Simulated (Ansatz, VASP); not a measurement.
# Two plane-wave programs on Na

File INCAR:

```
PREC = Accurate
ENCUT = 520
EDIFF = 1E-7
ISMEAR = -1
SIGMA = 0.08
LREAL = F
LASPH = T
NELM = 100
ALGO = Normal
ISIF = 2
LWAVE = F
LCHARG = F
GGA = PS
IVDW = 12
NBANDS = 14
```

The input KPOINTS:

```
regular mesh
0
Gamma
  9 9 9
```

The input POSCAR:

```
Na
1.0
    0.0000000000      2.9689113035      2.9689113035
    2.9689113035      0.0000000000      2.9689113035
    2.9689113035      2.9689113035      0.0000000000
Na
2
Direct
   -0.1250000000     -0.1250000000     -0.1250000000
    0.1250000000      0.1250000000      0.1250000000
```

Input for Ansatz:

```yaml
crystal:
  lattice:
    - [0.0, 2.9689113035, 2.9689113035]
    - [2.9689113035, 0.0, 2.9689113035]
    - [2.9689113035, 2.9689113035, 0.0]
  atoms:
    - { symbol: Na, position: [-0.125, -0.125, -0.125] }
    - { symbol: Na, position: [0.125, 0.125, 0.125] }
kpoints:
  mp_grid: { grid: [9, 9, 9] }
  band_path:
    path:
      - [0.0, 0.0, 0.0]
      - [0.5, 0.0, 0.5]
      - [0.625, 0.25, 0.625]
      - [0.375, 0.375, 0.75]
      - [0.0, 0.0, 0.0]
      - [0.5, 0.5, 0.5]
      - [0.5, 0.25, 0.75]
      - [0.5, 0.0, 0.5]
    npoints: 8
scf:
  occupations: { method: fermi_dirac, width: 0.08 }
  algorithm: direct_min
hamiltonian:
  xc: pbesol
  pseudopotentials: { kind: paw }
  dispersion: d3bj
output:
  forces: true
  stress: true
  eigenvalues: true
  populations: true
basis:
  ecutwfc: "44.1 Ry"
```

This isn't the form of Na at room conditions, which is bcc.

Alike in both runs: task single point; functional PBEsol; dispersion D3(BJ); k mesh 9 × 9 × 9; occupations fermi-dirac, width 0.08 eV; no spin polarisation.

|  | VASP | Ansatz |
| --- | --- | --- |
| version | VASP 6.6.1 | Ansatz 0.2.0 |
| potentials or method | VASP PAW PBE potentials, release 64 (Na_pv) | PAW with Ansatz's default frozen-core files, scalar-relativistic |
| plane-wave cutoff (eV) | 520 | 600 |
| valence electrons in the cell | 14 | 18 |

VASP gave:

* gap on the k mesh at the Fermi level (eV): none
* pressure (GPa): 5.9
* dispersion energy (meV/atom): -222.9

Problem. What did Ansatz give for the same quantities?

Solution. gap on the k mesh at the Fermi level (eV): none; pressure (GPa): 5.9; dispersion energy (meV/atom): -223.0.

A gap of «none» marks a metal or a gap that the smearing closes. The two sets of potentials don't hold the same shells in valence.

Caveats: the PAW data sets were made with another functional, which shifts forces and pressure a little (VASP); pairwise dispersion overbinds metals, which lowers pressure and volume.
